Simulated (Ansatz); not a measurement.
Write the native input for Ansatz 0.2.0 that does the following.

| Item | Value |
| --- | --- |
| Task | single point |
| Functional | PBE |
| Potentials or basis | Ansatz PAW |
| Cutoff | 420 eV (not typed: the program's choice for these potentials) |
| k mesh | 8 × 8 × 8 |
| Occupations | gaussian, width 0.024 eV |
| Spin | no spin polarisation |

Crystal: GaSb.

```
Sb Ga
1.0
     0.00000    3.05900    3.05900
     3.05900    0.00000    3.05900
     3.05900    3.05900    0.00000
Sb Ga
1 1
Direct
  0.75000 0.75000 0.75000
  0.00000 0.00000 0.00000
```

The input as run:

input.yaml

```yaml
crystal:
  lattice:
    - [0.0, 3.059, 3.059]
    - [3.059, 0.0, 3.059]
    - [3.059, 3.059, 0.0]
  atoms:
    - { symbol: Sb, position: [0.75, 0.75, 0.75] }
    - { symbol: Ga, position: [0.0, 0.0, 0.0] }
hamiltonian:
  xc: pbe
  pseudopotentials: { kind: paw }
kpoints:
  mp_grid: { grid: [8, 8, 8] }
scf:
  occupations: { method: gaussian, width: 0.024 }
output:
  forces: true
  stress: true
  eigenvalues: true
```

Potentials or basis: Ansatz PAW.

Command:

```sh
$ ansatz run input.yaml --threads 2 --pin off --max-ram 5632MiB --backend cpu --events-out ev --progress --plain --runs-dir out
```

It gave:

- Pressure: 2.3 GPa
- Band gap on the k mesh: 0.03 eV, direct

Caveat: spin-orbit coupling is left out, which moves the levels of the heavy elements.

Run time: 1.4 s on 2 threads of Intel(R) Xeon(R) Processor @ 2.70GHz, on a shared host, peak memory 0.37 GiB.
